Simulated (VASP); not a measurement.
Here is a VASP 6.6.1 calculation.

Contents of INCAR:

```
SYSTEM = H13ClO6
ALGO = Normal
EDIFF = 1E-7
ENCUT = 520
GGA = PS
ISIF = 2
ISMEAR = -1
LASPH = .True.
LCHARG = .False.
LREAL = Auto
LWAVE = .False.
NBANDS = 44
NELM = 100
PREC = Accurate
SIGMA = 0.05
```

KPOINTS

```
k-points
0
Gamma
  1 1 1
  0 0 0
```

Contents of POSCAR:

```
H13ClO6
1.0
    5.6959650000      0.0000000000      0.0000000000
    0.0000000000      5.6959650000      0.0000000000
    0.0000000000      0.0000000000      5.6959650000
O H Cl
6 13 1
Direct
   -0.1083925200      0.8304124060      1.0045181106
    0.7440354707      0.2550753033      0.1431364132
    0.5529352796      0.2480001194      0.6485643785
    0.1163279620      0.3102020465      0.8928250086
    0.5009159993      0.5860815507      0.0307937285
    0.8129790123      0.5810780087      0.5110635336
   -0.0578304115      0.7885055473      1.1568715749
    0.0393436406      0.8203350969      0.9225126910
    0.9140330041      0.2766695371      0.1099901421
    0.7246884417      0.1018791372      0.0692595548
    0.6353620502      0.3545667854      0.5359934620
    0.4774959116      0.1240351723      0.5614149666
    0.0760187255      0.1661702626      0.8217922687
    0.2600437327      0.3583062747      0.8097837680
    0.6546739666      0.6734240818      0.0207339757
    0.6249511716      0.3859223152      0.0560572265
    0.9665438604      0.5772507380      0.6067804139
    0.7182803967      0.7045864924      0.5707549116
    0.3958942866      0.6500039941      0.9004795500
    0.2815326288      0.8067465302      0.6367138843
```

Potentials or basis: VASP PAW PBE potentials, release 64 (O, H, Cl).

Run with:

```bash
$ cat potpaw_PBE.64/O/POTCAR potpaw_PBE.64/H/POTCAR potpaw_PBE.64/Cl/POTCAR > POTCAR
$ mpirun -np 1 vasp_gam > vasp.out
```

What does it give for the largest force?

2.722 eV/Å.

Estimate the pressure.

3.6 GPa.

Estimate the band gap on the k mesh.

4.40 eV, direct.

Stress tensor (GPa, compression positive):
```
 1.42  2.45 -0.87
 2.45  6.28  1.85
-0.87  1.85  3.13
```

Caveat: the PAW data sets were made with another functional, which shifts forces and pressure a little.
